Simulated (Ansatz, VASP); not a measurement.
CdSe (Cadmoselite): VASP beside Ansatz

The input INCAR:

```
ALGO = Fast ; EDIFF = 1E-7
ENCUT = 520 ; GGA = CA
ISIF = 2 ; ISMEAR = 0
LASPH = T ; LCHARG = T
LELF = T ; LREAL = F
LVHAR = T ; LWAVE = F
NBANDS = 26 ; NELM = 100
PREC = Accurate ; SIGMA = 0.01
```

The input KPOINTS:

```
k-points
0
Gamma
  4 4 3
```

File POSCAR:

```
CdSe
1.0
    4.3000000000      0.0000000000      0.0000000000
   -2.1500000000      3.7239092400      0.0000000000
    0.0000000000      0.0000000000      7.0200000000
Cd Se
2 2
Direct
    0.3333333333      0.6666666667      0.0000000000
    0.6666666667      0.3333333333      0.5000000000
    0.3333333333      0.6666666667      0.3850000000
    0.6666666667      0.3333333333      0.8850000000
```

Input for Ansatz:

```yaml
crystal:
  lattice:
    - [4.3, 0.0, 0.0]
    - [-2.15, 3.72390924, 0.0]
    - [0.0, 0.0, 7.02]
  atoms:
    - { symbol: Cd, position: [0.3333333333333, 0.6666666666667, 0.0] }
    - { symbol: Cd, position: [0.6666666666667, 0.3333333333333, 0.5] }
    - { symbol: Se, position: [0.3333333333333, 0.6666666666667, 0.385] }
    - { symbol: Se, position: [0.6666666666667, 0.3333333333333, 0.885] }
kpoints:
  mp_grid: { grid: [4, 4, 3] }
  band_path:
    path:
      - [0.0, 0.0, 0.0]
      - [0.5, 0.0, 0.0]
      - [0.33333, 0.33333, 0.0]
      - [0.0, 0.0, 0.0]
      - [0.0, 0.0, 0.5]
    npoints: 6
hamiltonian:
  xc: lda
scf:
  occupations: { method: fixed }
```

Alike in both runs: task single point; functional LDA; k mesh 4 × 4 × 3; no spin polarisation.

|  | VASP | Ansatz |
| --- | --- | --- |
| version | VASP 6.6.1 | Ansatz 0.2.0 |
| potentials or method | VASP PAW LDA potentials, release 64 (Cd, Se) | plane waves, PAW |
| plane-wave cutoff (eV) | 520 | 420 |
| occupations | gaussian, width 0.01 eV | fixed |
| valence electrons in the cell | 36 | 72 |

|  | VASP | Ansatz | Ansatz less VASP |
| --- | --- | --- | --- |
| gap on the k mesh at the Fermi level (eV) | 0.45 | 0.42 | -0.031 |

The two sets of potentials don't hold the same shells in valence.

Caveats: the k mesh is coarse (spacing up to 0.42 Å⁻¹), so the values aren't converged. Expect the measured gap to be larger: semilocal functionals such as LDA lack the derivative discontinuity.
